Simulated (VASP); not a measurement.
# GaN: restarted molecular dynamics, 2 variants

GaN, F-43m (no. 216), 8 atoms in the cell. PBE, molecular dynamics; PAW potentials Ga, N (PBE set).

| Restart from | Temperature at the end (K) | The same without a restart (K) | Potential energy at the end (eV/atom) | The same without a restart (eV/atom) | Electronic steps in the first step after the restart | Time (s) |
|---|---|---|---|---|---|---|
| CONTCAR with velocities, WAVECAR read | 220.0 | 220.0 | -5.98479 | -5.98479 | 4 | 270 |
| CONTCAR with velocities, no WAVECAR | 220.0 | 220.0 | -5.98479 | -5.98479 | 13 | 278 |

Limits: 60 fs of 8 atoms are too short for converged averages; the cell is only 4.5 Å across, so each atom moves in step with near copies of itself.

## Input of the first row

INCAR.step1:
```
SYSTEM = GaN
GGA = PE ; PREC = Normal
ENCUT = 400 ; EDIFF = 1E-6
NELMIN = 4 ; NELM = 60
ALGO = Normal ; LREAL = Auto
LASPH = .True. ; ISMEAR = 0
SIGMA = 0.05 ; ISYM = 0
LWAVE = .True. ; LCHARG = .False.
IBRION = 0 ; NSW = 30
POTIM = 1.0 ; TEBEG = 600
ISIF = 2 ; RANDOM_SEED = 275425 0 0
MDALGO = 2 ; SMASS = -3
KPAR = 2
```

INCAR.step2, as INCAR.step1 but for:
```
- LWAVE = .True.
+ LWAVE = .False.
```

KPOINTS:
```
k-points
0
Monkhorst-Pack
  2 2 2
```

POSCAR.step1:
```
GaN
1.0
    4.5070012150      0.0000000000      0.0000000000
    0.0000000000      4.5070012150      0.0000000000
    0.0000000000      0.0000000000      4.5070012150
Ga N
4 4
Direct
    0.0000000000      0.0000000000      0.0000000000
    0.0000000000      0.5000000000      0.5000000000
    0.5000000000      0.0000000000      0.5000000000
    0.5000000000      0.5000000000      0.0000000000
    0.2500000000      0.2500000000      0.7500000000
    0.2500000000      0.7500000000      0.2500000000
    0.7500000000      0.2500000000      0.2500000000
    0.7500000000      0.7500000000      0.7500000000
```

Commands (each step's output is kept before the next begins):
```
cat potpaw_PBE.64/Ga/POTCAR potpaw_PBE.64/N/POTCAR > POTCAR
cp INCAR.step1 INCAR
cp POSCAR.step1 POSCAR
mpirun -np 2 vasp_std > vasp.out
cp CONTCAR POSCAR
cp INCAR.step2 INCAR
mpirun -np 2 vasp_std > vasp.out
```

Changes of the last row against the first:
```
(step 1)
- LWAVE = True
+ LWAVE = False
```

VASP 6.6.1 took 270 s on 2 cores (Intel Xeon Platinum 8175M @ 2.50GHz (Skylake/Cascade Lake)), a shared host.
